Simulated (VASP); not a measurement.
# Li2O (Fm-3m) in VASP: a series of runs, part 2 of 2

VASP 6.6.1.

### 4 Relaxation of cell and atoms, PBEsol

Input file INCAR:

```
PREC = Accurate
ENCUT = 580
EDIFF = 1E-7
ISMEAR = 0
SIGMA = 0.02
LREAL = F
LASPH = T
NELM = 60
ALGO = Fast
ISIF = 3
LWAVE = F
LCHARG = F
GGA = PS
IBRION = 2
NSW = 90
EDIFFG = -0.005
```

Input file KPOINTS:

```
Automatic mesh
0
Gamma
  8 8 8
```

Input file POSCAR:

```
Li2O
1.0
    0.0000000000      2.3135000000      2.3135000000
    2.3135000000      0.0000000000      2.3135000000
    2.3135000000      2.3135000000      0.0000000000
Li O
2 1
Direct
    0.2500000000      0.2500000000      0.2500000000
    0.7500000000      0.7500000000      0.7500000000
    0.0000000000      0.0000000000      0.0000000000
```

Potentials or basis: VASP PAW PBE potentials, release 64 (Li, O).

Command:

```
> cat potpaw_PBE.64/Li/POTCAR potpaw_PBE.64/O/POTCAR > POTCAR
> mpirun -np 1 vasp_std > vasp.out
```

OUTCAR:

```text
PREC = Accurate
   ENCUT = 580
   EDIFF = 1E-7
   ISMEAR = 0
   LREAL = F
   LASPH = T
   NELM = 60
   ISIF = 3
   GGA = PS
   IBRION = 2
   NSW = 90
   EDIFFG = -0.005

 ion  position               nearest neighbor table
   1  0.250  0.250  0.250-   3 2.00   3 2.00   3 2.00   3 2.00   2 2.31   2 2.31   2 2.31   2 2.31
                             2 2.31   2 2.31
   2  0.750  0.750  0.750-   3 2.00   3 2.00   3 2.00   3 2.00   1 2.31   1 2.31   1 2.31   1 2.31
                             1 2.31   1 2.31
   3  0.000  0.000  0.000-   2 2.00   2 2.00   2 2.00   1 2.00   2 2.00   1 2.00   1 2.00   1 2.00

  LATTYP: Found a face centered cubic cell.
 ALAT       =     4.6270000000

  Lattice vectors:

 A1 = (   0.0000000000,   2.3135000000,   2.3135000000)
 A2 = (   2.3135000000,   0.0000000000,   2.3135000000)
 A3 = (   2.3135000000,   2.3135000000,   0.0000000000)

Analysis of symmetry for initial positions (statically):
=====================================================================
 Subroutine PRICEL returns:
 Original cell was already a primitive cell.

 Routine SETGRP: Setting up the symmetry group for a
 face centered cubic supercell.

 Subroutine GETGRP returns: Found 48 space group operations
 (whereof 48 operations were pure point group operations)
 out of a pool of 48 trial point group operations.

The static configuration has the point symmetry O_h .

Analysis of symmetry for dynamics (positions and initial velocities):
=====================================================================
 Subroutine PRICEL returns:
 Original cell was already a primitive cell.

 Routine SETGRP: Setting up the symmetry group for a
 face centered cubic supercell.

 Subroutine GETGRP returns: Found 48 space group operations
[... 138 lines left out ...]
 RMM-DIIS sequential band-by-band and
 Gauss-broadening in eV      SIGMA  =   0.02
  energy-cutoff  :      580.00
  volume of cell :       24.77
 maximum number of plane-waves:       817
 NGX is ok and might be reduce to    28
   NGX = 13   NGY = 13   NGZ = 13

--------------------------------------- Ionic step        1  -------------------------------------------

 number of electron       8.0000002 magnetization

 Free energy of the ion-electron system (eV)
  ---------------------------------------------------
  ext. energy  EPLUGINS =         0.00000000
  ---------------------------------------------------
  free energy    TOTEN  =       -14.71305287 eV

  energy without entropy =      -14.71305287  energy(sigma->0) =      -14.71305287

------------------------ aborting loop because EDIFF is reached ----------------------------------------

  FORCE on cell =-STRESS in cart. coord.  units (eV):
  Direction    XX          YY          ZZ          XY          YZ          ZX
  --------------------------------------------------------------------------------------
  -------------------------------------------------------------------------------------
  Total       -0.2607233     -0.2607233     -0.2607233      0.0000000      0.0000000      0.0000000
  in kB      -16.8675436    -16.8675436    -16.8675436      0.0000000      0.0000000      0.0000000
  external PRESSURE =     -16.8675436 kB  Pullay stress =       0.0000000 kB
[... 98 lines left out ...]
--------------------------------------- Ionic step        4  -------------------------------------------

 number of electron       8.0000002 magnetization

 Free energy of the ion-electron system (eV)
  ---------------------------------------------------
  ext. energy  EPLUGINS =         0.00000000
  ---------------------------------------------------
  free energy    TOTEN  =       -14.71600503 eV

  energy without entropy =      -14.71600503  energy(sigma->0) =      -14.71600503

 E-fermi :   1.0135     XC(G=0):  -9.6414

 val. band max:        0.9241229092   @ k =   0.0000   0.0000   0.0000
 cond. band min:       5.7963168373   @ k =   0.5000   0.5000   0.0000
 fundamental gap:      4.8721939280
 Fermi energy:         1.0134702443

 k-point     1 :       0.0000    0.0000    0.0000
  band No.  band energies     occupation
      1     -14.4974      2.00000
      2       0.9241      2.00000
      3       0.9241      2.00000
      4       0.9241      2.00000
      5       6.2305      0.00000
      6      12.8774      0.00000
      7      12.8774      0.00000
      8      12.8774      0.00000
[... 243 lines left out ...]
 k-point    24 :      -0.3750    0.2500    0.1250
  band No.  band energies     occupation
      1     -14.1933      2.00000
      2      -1.5937      2.00000
      3      -0.0989      2.00000
      4       0.0985      2.00000
      5       8.8294      0.00000
      6      11.2633      0.00000
      7      14.0356      0.00000
      8      14.4189      0.00000

 [... further k-points ...]

------------------------ aborting loop because EDIFF is reached ----------------------------------------

  FORCE on cell =-STRESS in cart. coord.  units (eV):
  Direction    XX          YY          ZZ          XY          YZ          ZX
  --------------------------------------------------------------------------------------
  -------------------------------------------------------------------------------------
  Total        0.0026217      0.0026217      0.0026217     -0.0000000     -0.0000000     -0.0000000
  in kB        0.1733815      0.1733815      0.1733815     -0.0000000     -0.0000000     -0.0000000
  external PRESSURE =       0.1733815 kB  Pullay stress =       0.0000000 kB
[... 18 lines left out ...]
  FREE ENERGIE OF THE ION-ELECTRON SYSTEM (eV)
  ---------------------------------------------------
  free  energy   TOTEN  =       -14.7160050250 eV

  energy  without entropy=      -14.7160050250  energy(sigma->0) =      -14.71600503

 reached required accuracy - stopping structural energy minimisation
```

OSZICAR:

```text
N       E                     dE             d eps       ncg     rms          rms(c)
DAV:   1     0.123695090918E+02    0.12370E+02   -0.39387E+03   464   0.928E+02
DAV:   2    -0.156609327801E+02   -0.28030E+02   -0.27275E+02   608   0.127E+02
DAV:   3    -0.162515612184E+02   -0.59063E+00   -0.59063E+00   592   0.223E+01
[... 37 lines left out ...]
RMM:   4    -0.147160075263E+02    0.91131E-06   -0.21606E-05   464   0.466E-02    0.117E-02
RMM:   5    -0.147160047819E+02    0.27444E-05   -0.79016E-06   464   0.248E-02    0.104E-03
RMM:   6    -0.147160049604E+02   -0.17852E-06   -0.36024E-07   399   0.695E-03    0.137E-03
RMM:   7    -0.147160050672E+02   -0.10679E-06   -0.36671E-08   263   0.220E-03    0.284E-04
RMM:   8    -0.147160050250E+02    0.42136E-07   -0.52261E-09   239   0.765E-04
   4 F= -.14716005E+02 E0= -.14716005E+02  d E =-.295215E-02
```

CONTCAR:

```text
Li2O
   1.00000000000000
     0.0000000000000000    2.2966123257609747    2.2966123257609747
     2.2966123257609747    0.0000000000000000    2.2966123257609747
     2.2966123257609747    2.2966123257609747    0.0000000000000000
  Li              O
     2     1
Direct
     0.2500000000000000    0.2500000000000000    0.2500000000000000
     0.7500000000000000    0.7500000000000000    0.7500000000000000
     1.0000000000000000    0.0000000000000000    1.0000000000000000

  0.00000000E+00  0.00000000E+00  0.00000000E+00
  0.00000000E+00  0.00000000E+00  0.00000000E+00
  0.00000000E+00  0.00000000E+00  0.00000000E+00
```

Wall time 39 s (1 thread of Intel Xeon Platinum 8375C at 2.90GHz (Ice Lake), shared host); peak memory 0.15 GiB.

Results:

| Item | Value |
| --- | --- |
| Free energy | -14.7160 eV |
| Relaxed volume | 8.08 Å³/atom |
| Relaxed cell | a = 3.248 Å, b = 3.248 Å, c = 3.248 Å, α = 60.00°, β = 60.00°, γ = 60.00° |
| Space group after relaxing (to 0.05 Å) | Fm-3m (No. 225) |
| Energy gained by relaxing | 1.0 meV/atom |
| Ionic steps | 4 |
| Pressure after relaxing | 0.0 GPa |
| Band gap on the k mesh | 4.87 eV, indirect (least direct gap 5.31 eV) |

The path:
```csv
step,energy change (eV),largest force (eV/Å),pressure (GPa),volume (Å³)
1,0.0000,0.0000,-1.69,24.77
2,-0.0024,0.0000,-0.72,24.45
3,-0.0029,0.0000,-0.22,24.30
4,-0.0030,0.0000,0.02,24.23
```

Final structure:
```
Li O
1.0
     0.00000    2.29661    2.29661
     2.29661    0.00000    2.29661
     2.29661    2.29661    0.00000
Li O
2 1
Direct
  0.25000 0.25000 0.25000
  0.75000 0.75000 0.75000
  0.00000 0.00000 0.00000
```

Levels at points of the mesh, in eV from the valence-band top:
| k point | band 2 | band 3 | band 4 | band 5 | band 6 | band 7 |
| --- | --- | --- | --- | --- | --- | --- |
| (0.00, 0.00, 0.00) | 0.00 | 0.00 | 0.00 | 5.31 | 11.95 | 11.95 |
| (0.50, 0.00, 0.00) | -2.84 | -0.45 | -0.45 | 9.21 | 9.93 | 12.05 |
| (0.50, 0.50, 0.00) | -1.62 | -1.41 | -1.41 | 4.87 | 13.63 | 13.63 |

Caveat: the PAW data sets were made with another functional, which shifts forces and pressure a little. A k mesh can miss the band edges.

### 5 Relaxation of cell and atoms, PBEsol

INCAR, as its differences from that of step 4:

```diff
@@ -1,3 +1,3 @@
 PREC = Accurate
-ENCUT = 580
+ENCUT = 480
 EDIFF = 1E-7
```

KPOINTS is that of step 4.

POSCAR is that of step 4.

Potentials or basis: VASP PAW PBE potentials, release 64 (Li_sv, O_s).

Command:

```
> cat potpaw_PBE.64/Li_sv/POTCAR potpaw_PBE.64/O_s/POTCAR > POTCAR
> mpirun -np 1 vasp_std > vasp.out
```

It took 27 s on 1 thread of Intel Xeon Platinum 8375C at 2.90GHz (Ice Lake), shared host; peak memory 0.13 GiB.

The run converged, but a check on its numbers failed (symmetry, net force, bounds or a known fault of this set-up), so they aren't taken as properties of the crystal.

Caveat: the cutoff lies under the usual one of these potentials, so the numbers hold a large basis-set error; the PAW data sets were made with another functional, which shifts forces and pressure a little.

### 6 Relaxation of cell and atoms, RPBE

INCAR, as its differences from that of step 5:

```diff
@@ -1,3 +1,3 @@
 PREC = Accurate
-ENCUT = 480
+ENCUT = 600
 EDIFF = 1E-7
@@ -12,3 +12,3 @@
 LCHARG = F
-GGA = PS
+GGA = RP
 IBRION = 2
```

KPOINTS is that of step 5.

POSCAR is that of step 5.

Potentials or basis: VASP PAW PBE potentials, release 64 (Li_sv, O).

Command:

```
> cat potpaw_PBE.64/Li_sv/POTCAR potpaw_PBE.64/O/POTCAR > POTCAR
> mpirun -np 1 vasp_std > vasp.out
```

OUTCAR:

```text
PREC = Accurate
   ENCUT = 600
   EDIFF = 1E-7
   ISMEAR = 0
   LREAL = F
   LASPH = T
   NELM = 60
   ISIF = 3
   GGA = RP
   IBRION = 2
   NSW = 90
   EDIFFG = -0.005

 ion  position               nearest neighbor table
   1  0.250  0.250  0.250-   3 2.00   3 2.00   3 2.00   3 2.00   2 2.31   2 2.31   2 2.31   2 2.31
                             2 2.31   2 2.31
   2  0.750  0.750  0.750-   3 2.00   3 2.00   3 2.00   3 2.00   1 2.31   1 2.31   1 2.31   1 2.31
                             1 2.31   1 2.31
   3  0.000  0.000  0.000-   2 2.00   2 2.00   2 2.00   1 2.00   2 2.00   1 2.00   1 2.00   1 2.00

  LATTYP: Found a face centered cubic cell.
 ALAT       =     4.6270000000

  Lattice vectors:

 A1 = (   0.0000000000,   2.3135000000,   2.3135000000)
 A2 = (   2.3135000000,   0.0000000000,   2.3135000000)
 A3 = (   2.3135000000,   2.3135000000,   0.0000000000)

Analysis of symmetry for initial positions (statically):
=====================================================================
 Subroutine PRICEL returns:
 Original cell was already a primitive cell.

 Routine SETGRP: Setting up the symmetry group for a
 face centered cubic supercell.

 Subroutine GETGRP returns: Found 48 space group operations
 (whereof 48 operations were pure point group operations)
 out of a pool of 48 trial point group operations.

The static configuration has the point symmetry O_h .

Analysis of symmetry for dynamics (positions and initial velocities):
=====================================================================
 Subroutine PRICEL returns:
 Original cell was already a primitive cell.

 Routine SETGRP: Setting up the symmetry group for a
 face centered cubic supercell.

 Subroutine GETGRP returns: Found 48 space group operations
 (whereof 48 operations were pure point group operations)
 out of a pool of 48 trial point group operations.

The dynamic configuration has the point symmetry O_h .

 Subroutine INISYM returns: Found 48 space group operations
[... 141 lines left out ...]

 number of electron      11.9999999 magnetization

 Free energy of the ion-electron system (eV)
  ---------------------------------------------------
  ext. energy  EPLUGINS =         0.00000000
  ---------------------------------------------------
  free energy    TOTEN  =       -13.64822793 eV

  energy without entropy =      -13.64822793  energy(sigma->0) =      -13.64822793

------------------------ aborting loop because EDIFF is reached ----------------------------------------

  FORCE on cell =-STRESS in cart. coord.  units (eV):
  Direction    XX          YY          ZZ          XY          YZ          ZX
  --------------------------------------------------------------------------------------
  -------------------------------------------------------------------------------------
  Total        0.4701862      0.4701862      0.4701862      0.0000000      0.0000000      0.0000000
  in kB       30.4187883     30.4187883     30.4187883      0.0000000      0.0000000      0.0000000
  external PRESSURE =      30.4187883 kB  Pullay stress =       0.0000000 kB
[... 61 lines left out ...]
--------------------------------------- Ionic step        3  -------------------------------------------

 number of electron      11.9999991 magnetization

 Free energy of the ion-electron system (eV)
  ---------------------------------------------------
  ext. energy  EPLUGINS =         0.00000000
  ---------------------------------------------------
  free energy    TOTEN  =       -13.65714561 eV

  energy without entropy =      -13.65714561  energy(sigma->0) =      -13.65714561

 E-fermi :   1.4149     XC(G=0):  -9.3403

 val. band max:        1.2890820757   @ k =   0.0000   0.0000   0.0000
 cond. band min:       6.3061238530   @ k =   0.5000   0.5000   0.0000
 fundamental gap:      5.0170417773
 Fermi energy:         1.4149437155

 k-point     1 :       0.0000    0.0000    0.0000
  band No.  band energies     occupation
      1     -42.0738      2.00000
      2     -41.7987      2.00000
      3     -14.1848      2.00000
      4       1.2891      2.00000
      5       1.2891      2.00000
      6       1.2891      2.00000
      7       6.3529      0.00000
      8      13.2116      0.00000
      9      13.2116      0.00000
     10      13.2117      0.00000
[... 287 lines left out ...]
 k-point    24 :      -0.3750    0.2500    0.1250
  band No.  band energies     occupation
      1     -41.9240      2.00000
      2     -41.9236      2.00000
      3     -13.9407      2.00000
      4      -1.0345      2.00000
      5       0.3392      2.00000
      6       0.5373      2.00000
      7       9.1554      0.00000
      8      11.3291      0.00000
      9      14.1861      0.00000
     10      14.4686      0.00000

 [... further k-points ...]

------------------------ aborting loop because EDIFF is reached ----------------------------------------

  FORCE on cell =-STRESS in cart. coord.  units (eV):
  Direction    XX          YY          ZZ          XY          YZ          ZX
  --------------------------------------------------------------------------------------
  -------------------------------------------------------------------------------------
  Total       -0.0075795     -0.0075795     -0.0075795      0.0000000      0.0000000     -0.0000000
  in kB       -0.4714563     -0.4714563     -0.4714563      0.0000000      0.0000000     -0.0000000
  external PRESSURE =      -0.4714563 kB  Pullay stress =       0.0000000 kB
[... 18 lines left out ...]
  FREE ENERGIE OF THE ION-ELECTRON SYSTEM (eV)
  ---------------------------------------------------
  free  energy   TOTEN  =       -13.6571456102 eV

  energy  without entropy=      -13.6571456102  energy(sigma->0) =      -13.65714561

 reached required accuracy - stopping structural energy minimisation
```

Run time: 65 s. Hardware: 1 thread of Intel Xeon Platinum 8375C at 2.90GHz (Ice Lake), shared host; peak memory 0.14 GiB.

What came out:

- Free energy: -13.6571 eV
- Relaxed volume: 8.59 Å³/atom
- Relaxed cell: a = 3.315 Å, b = 3.315 Å, c = 3.315 Å, α = 60.00°, β = 60.00°, γ = 60.00°
- Space group after relaxing (to 0.05 Å): Fm-3m (No. 225)
- Energy gained by relaxing: 3.0 meV/atom
- Ionic steps: 3
- Pressure after relaxing: 0.0 GPa
- Band gap on the k mesh: 5.02 eV, indirect (least direct gap 5.06 eV)

The path:
```tsv
step	energy change (eV)	largest force (eV/Å)	pressure (GPa)	volume (Å³)
1	0.0000	0.0000	3.04	24.77
2	-0.0074	0.0000	1.20	25.33
3	-0.0089	0.0000	-0.05	25.76
```

Final structure:
```yaml
crystal:
  lattice:
    - [0.00000, 2.34402, 2.34402]
    - [2.34402, 0.00000, 2.34402]
    - [2.34402, 2.34402, 0.00000]
  atoms:
    - { symbol: Li, position: [0.25000, 0.25000, 0.25000] }
    - { symbol: Li, position: [0.75000, 0.75000, 0.75000] }
    - { symbol: O, position: [0.00000, 0.00000, 0.00000] }
```

Levels at points of the mesh, in eV from the valence-band top:
```csv
k point,band 3,band 4,band 5,band 6,band 7,band 8,band 9,band 10
"(0.00, 0.00, 0.00)",-15.47,0.00,0.00,0.00,5.06,11.92,11.92,11.92
"(0.50, 0.00, 0.00)",-15.26,-2.63,-0.41,-0.41,9.04,9.55,12.01,12.01
"(0.50, 0.50, 0.00)",-15.21,-1.54,-1.29,-1.29,5.02,13.34,13.34,14.32
```

Caveat: the cutoff is under 1.25 times the usual one of these potentials, so pressure, stress and relaxed cells hold a basis-set (Pulay) error; the PAW data sets were made with another functional, which shifts forces and pressure a little. A hybrid or GW would open this gap; RPBE tends to underestimate it.

### 7 The runs side by side

```tsv
task	level	potentials or basis	cell	k mesh	cutoff (eV)	mesh quality	gap on the mesh (eV)	pressure (GPa)	relaxed volume (Å³/atom)
relaxation of cell and atoms	PBEsol	VASP PAW PBE potentials, release 64 (Li_sv, O)	relaxed	4 × 4 × 4	600	coarse	4.86	0.0	8.00
single point	PBEsol	VASP PAW PBE potentials, release 64 (Li_sv, O)	as given	8 × 8 × 8	520	not flagged	4.81	-	-
relaxation of cell and atoms	PBEsol	VASP PAW PBE potentials, release 64 (Li, O)	relaxed	8 × 8 × 8	580	not flagged	4.87	0.0	8.08
relaxation of cell and atoms	RPBE	VASP PAW PBE potentials, release 64 (Li_sv, O)	relaxed	8 × 8 × 8	600	not flagged	5.02	0.0	8.59
```

Alike in all rows: no spin polarisation; smearing gaussian 0.02 eV.

Caveats: some runs use coarse meshes; the PAW data sets were made with another functional, which shifts forces and pressure a little; the cutoff is under 1.25 times the usual one of these potentials, so pressure, stress and relaxed cells hold a basis-set (Pulay) error (some runs).

Absolute energies hang on the potentials; compare differences alone.
